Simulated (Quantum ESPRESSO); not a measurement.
## La2O3 under changes of volume

One of the cells (22.446 Å³/atom); the others are scaled copies at fixed shape and fractional positions:

```
La O
1.0
     6.26678    0.00000    0.00000
    -3.13339    5.42719    0.00000
     0.00000    0.00000    3.29977
La O
2 3
Direct
  0.66667 0.33333 0.50000
  0.33333 0.66667 0.50000
  0.50801 0.00000 0.00000
  0.00000 0.50801 0.00000
  0.49199 0.49199 0.00000
```

The cell comes from a database or a generator and needn't be the stable form of this composition.

- Program: Quantum ESPRESSO 7.5
- Functional: PBE
- Potentials or basis: SSSP 1.3 efficiency PBE
- Cutoff: 748 eV
- Density cutoff: 5987 eV
- k mesh: 5 × 5 × 8
- Occupations: fermi-dirac, width 0.05 eV
- Spin: no spin polarisation

| volume (Å³/atom) | energy over the lowest point (meV/atom) | pressure (GPa) | gap on the mesh (eV) | largest force (eV/Å) |
| --- | --- | --- | --- | --- |
| 21.099 | 54.44 | 9.7 | 1.18 | 0.008 |
| 21.548 | 30.78 | 7.0 | 1.30 | 0.021 |
| 21.997 | 14.29 | 4.6 | 1.42 | 0.033 |
| 22.446 | 4.24 | 2.4 | 1.53 | 0.044 |
| 22.895 | 0.00 | 0.5 | 1.62 | 0.054 |
| 23.344 | 0.99 | -1.3 | 1.71 | 0.063 |
| 23.792 | ? | ? | ? | ? |

Problem. What does the run at 23.792 Å³/atom give?

Solution. Energy over the lowest point 6.71 meV/atom; pressure -2.9 GPa; gap on the mesh 1.80 eV; largest force 0.071 eV/Å.

Worked out: A Birch-Murnaghan fit of order 3 (a polynomial in V^(-2/3)) to the other rows has its minimum at 23.03 Å³/atom with B0 = V·E''(V) = 93 GPa and B' = 4.3 at fixed shape and positions, which overstates the stiffness. It gives 6.68 meV/atom at 23.792 Å³/atom, against the run's 6.71, and -dE/dV = -2.8 GPa, against -2.9. A parabola through the other rows of the gap, of slope 3.99 eV per unit of ln V there, extrapolates to 1.79 eV, against the run's 1.80.

Energies are extrapolated to zero smearing.

Caveats: spin-orbit coupling is left out, which moves the levels of the heavy elements; an odd mesh through Γ misses points on the zone boundary, where band edges often lie.
